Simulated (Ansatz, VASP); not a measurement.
# HfO2: VASP beside Ansatz

```xyz
3
Lattice="0.0000 2.5005 2.4880 2.5005 0.0000 2.4880 2.5005 2.5005 0.0000" Properties=species:S:1:pos:R:3 pbc="T T T"
Hf    0.0000    0.0000    0.0000
O     1.2503    1.2503    1.2440
O     3.7508    3.7508    3.7321
```

Change from the starting cell: z stretched by -0.5 %, x and y held.

Alike in both runs: task single point; functional LDA; k mesh 8 × 8 × 8; no spin polarisation.

|  | VASP | Ansatz |
| --- | --- | --- |
| version | VASP 6.6.1 | Ansatz 0.2.0 |
| potentials or method | VASP PAW LDA potentials, release 64 (Hf_pv, O), cutoff 520 eV | all-electron LAPW, scalar-relativistic |
| occupations | gaussian, width 0.01 eV | fixed |

|  | VASP | Ansatz | Ansatz less VASP |
| --- | --- | --- | --- |
| gap on the k mesh at the Fermi level (eV) | 3.68 | 3.63 | -0.046 |
| pressure (GPa) | -1.8 | 1.6 | +3.42 |
| largest component of the traceless stress (GPa) | 1.67 | 1.64 | -0.031 |

Ansatz ran all-electron here, so the differences hold the error of VASP's frozen core and of both bases.

Caveats: spin-orbit coupling is left out, which moves the levels of the heavy elements. A k mesh can miss the band edges.
